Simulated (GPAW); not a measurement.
Wanted: an ASE script for a GPAW 26.7.0 run.

```
Task                : single point
Functional          : PBE
Potentials or basis : GPAW PAW data sets (gpaw-data 1.2.1)
Cutoff              : 450 eV
Basis               : pw
k mesh              : 4 × 4 × 4
Occupations         : fermi-dirac, width 0.05 eV
Spin                : no spin polarisation
Maxiter             : 120
Convergence         : default
```

The system is CsSnBr3.

```
Cs Sn Br
1.0
     5.83901    0.00000    0.00000
     0.00000    5.83901    0.00000
     0.00000    0.00000    5.83901
Cs Sn Br
1 1 3
Direct
  0.00000 0.00000 0.00000
  0.50000 0.50000 0.50000
  0.00000 0.50000 0.50000
  0.50000 0.50000 0.00000
  0.50000 0.00000 0.50000
```

The cell is a database's computed one.

The input as run:

run.py

```python
from ase import Atoms
from ase.dft.bandgap import bandgap
from ase.io import write
from ase.units import GPa
from gpaw import GPAW, PW

atoms = Atoms(['Cs', 'Sn', 'Br', 'Br', 'Br'],
              cell=[[5.83900561, 0.0, 0.0],
                    [0.0, 5.83900561, 0.0],
                    [0.0, 0.0, 5.83900561]],
              scaled_positions=[[0.0, 0.0, 0.0],
                                [0.5, 0.5, 0.5],
                                [0.0, 0.5, 0.5],
                                [0.5, 0.5, 0.0],
                                [0.5, 0.0, 0.5]],
              pbc=True)

calc = GPAW(mode=PW(450),
            xc='PBE',
            kpts={'size': (4, 4, 4), 'gamma': True},
            occupations={'name': 'fermi-dirac', 'width': 0.05},
            nbands=37,
            maxiter=120,
            txt='gpaw.txt')
atoms.calc = calc
energy = atoms.get_potential_energy()
forces = atoms.get_forces()
stress = atoms.get_stress()
calc.write('gs.gpw')
write('result.traj', atoms)
print(f'Energy: {energy:.6f} eV')
print('Forces (eV/A):')
print(forces.round(4))
print('Stress (GPa):', (stress / GPa).round(3))
print('Fermi level:', round(calc.get_fermi_level(), 4), 'eV')
print(f'Gap: {bandgap(calc)[0]:.4f} eV, direct: {bandgap(calc, direct=True)[0]:.4f} eV')
```

Potentials or basis: GPAW PAW data sets (gpaw-data 1.2.1), pw.

Run with:

```sh
$ OMP_NUM_THREADS=1 python run.py
```

It gave:

```
Pressure               : 0.5 GPa
Band gap on the k mesh : 0.48 eV, direct
```

Caveat: the cutoff is short for stress and forces, so pressures can be off by a GPa or more; spin-orbit coupling is left out, which moves the levels of the heavy elements.

Wall time 23 s on 1 thread of Arm Neoverse V2, with other jobs on the host, peak memory 0.21 GiB.
